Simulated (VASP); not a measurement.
The system is Si.

```
CELL_PARAMETERS angstrom
2.93674 0.00000 0.00000
-1.46837 2.54329 0.00000
0.00000 0.00000 2.74402
ATOMIC_POSITIONS crystal
Si 0.00000 0.00000 0.00000
```

The cell was built by a generator and needn't be a form met in nature.

| Quantity | Value |
| --- | --- |
| Program | VASP 6.6.1 |
| Task | relaxation of cell and atoms |
| Functional | r2SCAN |
| Potentials or basis | VASP PAW PBE potentials, release 64 (Si) |
| Cutoff | 600 eV |
| k mesh | 6 × 6 × 6 |
| Occupations | gaussian, width 0.1 eV |
| Spin | no spin polarisation |

At the start: pressure -16.3 GPa; volume 20.50 Å³/atom.

Task: How do energy, volume and symmetry change on relaxing?

Result: Over 6 steps the energy falls by 355.4 meV/atom and the volume is 15.08 Å³/atom (-26.4 %); space group P6/mmm (No. 191, to 0.05 Å).

Step by step:
```csv
step,energy change (eV),largest force (eV/Å),pressure (GPa),volume (Å³)
1,0.0000,0.0000,-16.25,20.50
2,-0.3544,0.0000,1.34,14.92
3,-0.3552,0.0000,-0.34,15.13
4,-0.3551,0.0000,0.51,15.03
5,-0.3551,0.0000,-0.23,15.13
6,-0.3554,0.0000,0.15,15.08
```

Final structure:
```
Si
1.0
     2.63020    0.00000    0.00000
    -1.31510    2.27782    0.00000
     0.00000    0.00000    2.51723
Si
1
Direct
  0.00000 0.00000 0.00000
```

Caveat: the k mesh is coarse (spacing up to 0.41 Å⁻¹), so the values aren't converged; the volume moved by over 15 % at a fixed basis, so the end points are rough; the PAW data sets were made with another functional, which shifts forces and pressure a little.
